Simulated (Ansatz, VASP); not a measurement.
# Two plane-wave programs on Mg

```
Mg
1.0
    -1.92120    1.92120    1.63665
     1.92120   -1.92120    1.63665
     1.92120    1.92120   -1.63665
Mg
1
Direct
  0.00000 0.00000 0.00000
```

Alike in both runs: task single point; functional PBE; k mesh 18 × 18 × 18; occupations gaussian, width 0.15 eV; no spin polarisation.

|  | VASP | Ansatz |
| --- | --- | --- |
| version | VASP 6.6.1 | Ansatz 0.2.0 |
| potentials or method | VASP PAW PBE potentials, release 64 (Mg) | scalar-relativistic, plane waves, PAW |
| plane-wave cutoff (eV) | 520 | 520 |
| valence electrons in the cell | 2 | 10 |

```csv
,VASP,Ansatz,Ansatz less VASP
gap on the k mesh at the Fermi level (eV),none,none,-
pressure (GPa),-1.5,-1.4,+0.12
largest component of the traceless stress (GPa),0.75,0.76,+0.009
```

A gap of «none» marks a metal or a gap that the smearing closes. The two sets of potentials don't hold the same shells in valence.
